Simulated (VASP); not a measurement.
# Cs2AgBiBr6 under changes of volume

One of the cells (36.109 Å³/atom); the others are scaled copies at fixed shape and fractional positions:

```
Bi Cs Ag Br
1.0
     0.00000    5.65189    5.65189
     5.65189    0.00000    5.65189
     5.65189    5.65189    0.00000
Bi Cs Ag Br
1 2 1 6
Cartesian
  0.0000 5.6519 5.6519
  8.4778 8.4778 8.4778
  2.8259 2.8259 2.8259
  5.6519 5.6519 5.6519
  5.6519 5.6519 8.4465
  5.6519 5.6519 2.8573
  2.8573 5.6519 5.6519
  5.6519 8.4465 5.6519
  8.4465 5.6519 5.6519
  5.6519 2.8573 5.6519
```

| Property | Result |
| --- | --- |
| Program | VASP 6.6.1 |
| Functional | PBE |
| Dispersion | D3(BJ) |
| Potentials or basis | VASP PAW PBE potentials, release 64 (Bi_d, Cs_sv, Ag, Br) |
| Cutoff | 520 eV |
| k mesh | 4 × 4 × 4 |
| Occupations | gaussian, width 0.02 eV |
| Spin | no spin polarisation |

```csv
volume (Å³/atom),energy over the lowest point (meV/atom),pressure (GPa),gap on the mesh (eV),largest force (eV/Å)
34.664,5.47,1.2,1.20,0.119
35.387,?,?,?,?
36.109,0.00,0.0,1.25,0.003
36.831,1.06,-0.5,1.27,0.049
37.553,4.27,-1.0,1.29,0.099
```

Q: What does the run at 35.387 Å³/atom give?

A: Energy over the lowest point 1.37 meV/atom; pressure 0.6 GPa; gap on the mesh 1.23 eV; largest force 0.060 eV/Å.

Worked out: A Birch-Murnaghan fit of order 2 (a polynomial in V^(-2/3)) to the other rows has its minimum at 36.15 Å³/atom with B0 = V·E''(V) = 27 GPa at fixed shape and positions, which overstates the stiffness. It gives 1.40 meV/atom at 35.387 Å³/atom, against the run's 1.37, and -dE/dV = 0.6 GPa, against 0.6. A straight line through the other rows of the gap, of slope 1.13 eV per unit of ln V, gives 1.22 eV, against the run's 1.23.

Energies are extrapolated to zero smearing.

Caveats: spin-orbit coupling is left out, which as a rule narrows the gap of such compounds by several tenths of an eV.

A mesh can miss the band edges.
